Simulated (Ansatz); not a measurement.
**Moving the pressure in MoTe2**

The cell as given:

Space group P2_1/m (No. 11). a = 6.330 Å, b = 3.469 Å, c = 13.860 Å, α = 90.00°, β = 93.92°, γ = 90.00°
```tsv
atom	site	symmetry	x	y	z
Te	2e	m	0.9437	0.7500	0.6045
Te	2e	m	0.9030	0.2500	0.8514
Te	2e	m	0.4112	0.7500	0.8955
Te	2e	m	0.4432	0.2500	0.6484
Mo	2e	m	0.8167	0.7500	0.9926
Mo	2e	m	0.6819	0.2500	0.4934
```

Kept alike: task relaxation of cell and atoms; functional PBEsol; k mesh 3 × 6 × 2; occupations fermi-dirac, width 0.05 eV; no spin polarisation. Program: Ansatz, Ansatz PAW, cutoff 420 eV. The mesh is that of the run's cell of 12 atoms. No spin-orbit coupling.

| run | volume (Å³/atom) | first edge of the run's cell (Å) | third edge of the run's cell (Å) |
| --- | --- | --- | --- |
| A | 22.643 | 6.266 | 12.806 |
| B | 21.527 | 6.190 | 12.519 |
| C | 23.619 | 6.312 | 13.127 |

For a metal such a mesh leaves the last digits unconverged. Runs of this series that gave no sound value for these columns are left out. The runs follow the start's structure, whether or not it is the stable one at these pressures. P is the pressure aimed at, which the runs meet within some hundredths to tenths of a GPa. All rows use potentials made for PBE.

Task: The runs differ in the pressure alone: 2; 5; 10 GPa. Which run is which?

Result: Run A is 5 GPa; run B is 10 GPa; run C is 2 GPa. The volume falls from 23.619 to 21.527 Å³/atom between 2 and 10 GPa. The first edge of the run's cell falls from 6.312 to 6.190 Å between 2 and 10 GPa. The third edge of the run's cell falls from 13.127 to 12.519 Å between 2 and 10 GPa.
